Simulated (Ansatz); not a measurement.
A 4-atom cell of ZnS started from a crystallographic database, relaxed with r2SCAN in Ansatz 0.2.0. Space group P6_3mc (No. 186), hexagonal; a = 3.805 Å, c = 6.244 Å in the conventional setting, 19.58 Å³ an atom. Zn has 4 S at 2.33–2.34 Å; S has 4 Zn at 2.33–2.34 Å.

The axes x, y and z are those of this cell:
```
Zn S
1.0
     3.80543    0.00000    0.00000
    -1.90271    3.29560    0.00000
     0.00000    0.00000    6.24402
Zn S
2 2
Direct
  0.33333 0.66667 0.00534
  0.66667 0.33333 0.50534
  0.33333 0.66667 0.37966
  0.66667 0.33333 0.87966
```

Unstrained: The PBE gap is direct at Γ: 2.213 eV. The r2SCAN gap is direct at Γ: 2.781 eV. With HSE06 the gap is 3.444 eV and direct, at Γ. Meshes: PBE 12×12×4, r2SCAN 12×12×4, HSE06 6×6×4. Strains are changes of length per length, and xy shears are angles. After each strain the atoms were relaxed again with r2SCAN within the symmetry that the strain leaves, so tilts or polar shifts that break it weren't tested; points keep the names that they have in the unstrained zone. No spin polarisation and no zero-point or thermal motion.

(1) Estimate what xy shear, engineering strain (angle) +2.98 % does to the gap.

(2) For epitaxial +5.75 % in the xy plane, how far does the free direction move, and what happens to the gap?

(3) Apply uniaxial -3.74 % along y, other directions held. How far does the gap move, against the unstrained cell?

(4) Estimate what uniaxial -4.31 % along x, other directions held does to the gap.

(5) Order the strained cells by their HSE06 gap, smallest first.
A. epitaxial +5.75 % in the xy plane
B. uniaxial -4.31 % along x, other directions held
C. xy shear, engineering strain (angle) +2.98 %
D. uniaxial -3.74 % along y, other directions held

Results:

(1) PBE: the gap goes from 2.213 to 2.145 eV (-0.068 eV); with r2SCAN the top three valence levels at Γ, grouped 2+1 from the top over 85 meV, become 1+1+1 over 151 meV. r2SCAN: the gap goes from 2.781 to 2.709 eV (-0.072 eV). HSE06: the gap goes from 3.444 to 3.371 eV (-0.073 eV). The r2SCAN energy rises by 1.9 meV an atom.

(2) The normal strain at zero normal stress is -3.18 %, 0.55 of the in-plane strain with the sign turned. PBE: the gap goes from 2.213 to 1.758 eV (-0.455 eV); with r2SCAN the top three valence levels at Γ, grouped 2+1 from the top over 85 meV, become 1+2 over 217 meV. r2SCAN: the gap goes from 2.781 to 2.300 eV (-0.481 eV). HSE06: the gap goes from 3.444 to 2.938 eV (-0.506 eV).

(3) PBE: the gap goes from 2.213 to 2.227 eV (+0.014 eV); with r2SCAN the top three valence levels at Γ, grouped 2+1 from the top over 85 meV, become 1+1+1 over 282 meV. r2SCAN: the gap goes from 2.781 to 2.796 eV (+0.015 eV). HSE06: the gap goes from 3.444 to 3.460 eV (+0.016 eV). The r2SCAN energy rises by 11.5 meV an atom.

(4) PBE: the gap goes from 2.213 to 2.207 eV (-0.006 eV); with r2SCAN the top three valence levels at Γ, grouped 2+1 from the top over 85 meV, become 1+1+1 over 334 meV. r2SCAN: the gap goes from 2.781 to 2.774 eV (-0.007 eV). HSE06: the gap goes from 3.444 to 3.438 eV (-0.006 eV). The r2SCAN energy rises by 15.6 meV an atom.

(5) A (2.94 eV), C (3.37 eV), B (3.44 eV), D (3.46 eV).

The meshes of the hybrids are coarse, so their gaps aren't converged to the digits shown.

The splittings at Γ are without spin-orbit coupling, which regroups them where it is of like size or larger.
